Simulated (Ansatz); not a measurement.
Wanted: the native input for an Ansatz 0.2.0 run.

```
Task                : single point
Functional          : PBE
Potentials or basis : Ansatz PAW
Cutoff              : 420 eV (not typed: the program's choice for these potentials)
k mesh              : 7 × 7 × 7
Occupations         : fermi-dirac, width 0.05 eV
Spin                : collinear spin, ferromagnetic start
Starting moments    : [1.0, 0.0, 0.0] μB
Fixed moment        : 1 μB
```

The system is Si2Ni.

```
Ni Si
1.0
     0.00000    2.70300    2.70300
     2.70300    0.00000    2.70300
     2.70300    2.70300    0.00000
Ni Si
1 2
Direct
  0.00000 0.00000 0.00000
  0.75000 0.75000 0.75000
  0.25000 0.25000 0.25000
```

These files were run (other wordings do the same):

input.yaml

```yaml
crystal:
  lattice:
    - [0.0, 2.703, 2.703]
    - [2.703, 0.0, 2.703]
    - [2.703, 2.703, 0.0]
  atoms:
    - { symbol: Ni, position: [0.0, 0.0, 0.0], spin: 1.0 }
    - { symbol: Si, position: [0.75, 0.75, 0.75] }
    - { symbol: Si, position: [0.25, 0.25, 0.25] }
hamiltonian:
  xc: pbe
  pseudopotentials: { kind: paw }
magnetization:
  spin_polarized: true
  initial_magnetization: 1.0
  spin_locking: { lock_magnetization: hard }
kpoints:
  mp_grid: { grid: [7, 7, 7] }
scf:
  occupations: { method: fermi_dirac, width: 0.05 }
  lower_state_search: "off"
output:
  forces: true
  stress: true
  eigenvalues: true
```

Potentials or basis: Ansatz PAW.

The run is started by

```console
$ ansatz run input.yaml --threads 2 --pin off --max-ram 5632MiB --backend cpu --events-out ev --progress --plain --runs-dir out
```

Results of the run:

```yaml
Pressure: 7.3 GPa
Net_moment: 1.00 μB per cell
Absolute_moment: 1.00 μB per cell
Site_moments: Ni +0.42; Si +0.14 μB
```

Caveat: the total moment is fixed, so each spin has its own Fermi level; the thresholds are loose for stress.

Wall time 1.5 s on 2 threads of Arm Neoverse V1 (shared host), peak memory 0.29 GiB.
